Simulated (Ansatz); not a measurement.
Here is an Ansatz input file for BN, space group F-43m. Write the same calculation for the Python package.

```yaml
crystal:
  lattice:
    - [0.0, 1.8075, 1.8075]
    - [1.8075, 0.0, 1.8075]
    - [1.8075, 1.8075, 0.0]
  atoms:
    - { symbol: B, position: [0.0, 0.0, 0.0] }
    - { symbol: "N", position: [0.25, 0.25, 0.25] }
basis:
  ecutwfc: 476.19925930478996
kpoints:
  mp_grid:
    grid: [6, 6, 6]
hamiltonian:
  xc: pbesol
scf:
  occupations:
    method: fixed
gw:
  n_empty_bands: 100
  ecut_chi: 80.0
  qp_bands: [v3, c1]
```

Script `run_gw.py`:
```python
"""Quasiparticle gap of BN by G0W0."""

import ansatz as az
from pymatgen.core import Lattice, Structure
from pymatgen.io.ase import AseAtomsAdaptor

pmg_structure = Structure(
    Lattice([(0.0, 1.8075, 1.8075), (1.8075, 0.0, 1.8075), (1.8075, 1.8075, 0.0)]),
    ["B", "N"],
    [
        (0.0, 0.0, 0.0),
        (0.25, 0.25, 0.25),
    ],
)
system = az.Crystal.from_ase(AseAtomsAdaptor.get_atoms(pmg_structure))

base = (
    system.calculation()
    .functional("pbesol")
    .basis(35 * az.Ry)
    .kpoints(6)
    .occupations("fixed")
    .gw(empty_bands=100, screening_cutoff=80, quasiparticle_bands=("v3", "c1"))
)
events = []
outcome = base.session().plan().execute(on_event=events.append, runs_dir="gw_run")
gw = next(e["data"] for e in events if e["event"] == "gw_qp")
top = gw["frontier_bands"]["highest_filled_band"]
for qp in gw["qp"]:
    if qp["ik"] == 0:
        print("band", qp["band"], "shift", round(qp["e_qp_ev"] - qp["eps_ks_ev"], 3), "eV, Z =", round(qp["z"], 3))
for key, label in (("eps_ks_ev", "Kohn-Sham"), ("e_qp_ev", "G0W0")):
    filled = max(qp[key] for qp in gw["qp"] if qp["band"] <= top)
    empty = min(qp[key] for qp in gw["qp"] if qp["band"] > top)
    print(f"{label} gap on the mesh: {empty - filled:.3f} eV")
print("static dielectric eigenvalues (RPA, this mesh):", [round(e, 3) for e in gw["screening"][0]["eps_tensor_eigenvalues"]])
```

Running `python run_gw.py` prints:
```text
band 2 shift -0.52 eV, Z = 0.832
band 3 shift -0.52 eV, Z = 0.832
band 4 shift -0.52 eV, Z = 0.832
band 5 shift 1.428 eV, Z = 0.843
Kohn-Sham gap on the mesh: 4.286 eV
G0W0 gap on the mesh: 5.648 eV
static dielectric eigenvalues (RPA, this mesh): [4.682, 4.682, 4.682]
```

What to keep in mind:
- The k-point mesh is coarse, and energy and stress weren't tested for convergence.
- The starting cell is as deposited in a crystallographic database; the results hold for this polymorph, which needn't be the stable one.
- Mesh, empty bands and screening cutoff are small, so the quasiparticle gap isn't converged, and it is read on the mesh points alone. Spin-orbit coupling is left out, which matters for heavy elements.
- By the engine's processor time: 8.5 s on 1 thread of Intel(R) Xeon(R) Processor @ 2.30GHz, with other jobs on the host, peak memory 0.54 GiB.

(Lines on the test bed's own set-up are left out of the output.)
